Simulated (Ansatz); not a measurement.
`BN[SiH2]C=C` + `FC(F)F` → `BN[SiH2]F` + `C=CC(F)F`  (formal exchange of groups at the Si–C bond)

Program: Ansatz. Geometries: PBE0-D4/def2-TZVP. ΔE: electronic, gas phase. CBS: MP2 limit from def2 TZ/QZ plus the TZ coupled-cluster correction, frozen cores. This one scheme is used for every species. DFT in def2-TZVPP. B3LYP here is the variant with VWN-RPA as its local correlation; programs differ in this. One conformer a species, not always the lowest.

`BN[SiH2]C=C`:

Z-matrix (Å, degrees):
```
Si
N 1 1.747
C 1 1.856 2 111.3
H 1 1.482 2 105.9 3 122.0
H 1 1.489 2 110.3 3 -118.3
B 2 1.398 1 127.2 3 -119.5
H 2 1.011 1 116.2 3 59.6
C 3 1.331 1 122.4 2 -119.6
H 3 1.089 1 119.3 2 60.5
H 6 1.198 2 119.0 1 -0.4
H 6 1.198 2 119.7 1 179.5
H 8 1.087 3 122.4 1 -179.7
H 8 1.087 3 121.5 1 0.2
```

`FC(F)F`:

Z-matrix (Å, degrees):
```
C
F 1 1.331
F 1 1.331 2 108.5
F 1 1.331 2 108.5 3 -117.7
H 1 1.093 2 110.4 3 121.1
```

`BN[SiH2]F`:

Z-matrix (Å, degrees):
```
Si
N 1 1.727
F 1 1.598 2 110.7
H 1 1.480 2 109.5 3 -116.8
H 1 1.475 2 108.4 3 118.5
B 2 1.404 1 125.5 3 -100.6
H 2 1.011 1 117.4 3 78.3
H 6 1.197 2 118.6 1 -0.9
H 6 1.196 2 119.8 1 179.4
```

`C=CC(F)F`:

Z-matrix (Å, degrees):
```
C
C 1 1.490
F 1 1.363 2 109.7
F 1 1.354 2 111.8 3 119.1
H 1 1.097 2 112.9 3 -119.4
C 2 1.322 1 123.8 3 -126.3
H 2 1.086 1 114.4 3 54.3
H 6 1.083 2 121.3 1 0.4
H 6 1.083 2 121.1 1 -179.7
```

```tsv
level	ΔE (kJ/mol)	difference from CCSD(T)/CBS
PBE-D4	-132.4	19.1
B97M-V	-143.8	7.7
B3LYP-D4	-145.3	6.2
r2SCAN0-D4	-142.5	9.0
PBE	-134.5	17.0
revPBE	-133.0	18.5
r2SCANh	-142.8	8.7
CAM-B3LYP	-151.3	0.2
RPA@PBE/def2-TZVPP	-142.8	8.7
CCSD/CBS(def2)	-154.0	-2.5
CCSD(T)/CBS	-151.5	0
```

Largest T1 diagnostic among the species: 0.012.

The D4 term adds +3.3 kJ/mol with B3LYP and +2.0 kJ/mol with PBE0; it sums over pairs of atoms, weighted by their polarisabilities, and B3LYP, whose exchange is more repulsive, gets the larger term. Leaving LDA and LC-ωPBE aside and taking each functional with its dispersion term where it has one, the values, not all of them listed here, spread over 18.9 kJ/mol, from B2PLYP to revPBE-D4. At CCSD(T), def2-SVP lies +27.4 kJ/mol from the extrapolated value and def2-TZVPP +7.0 kJ/mol.

CCSD(T)/CBS has its own doubt, a few kJ/mol and more with outer-core shells, so smaller differences from it don't rank the levels.
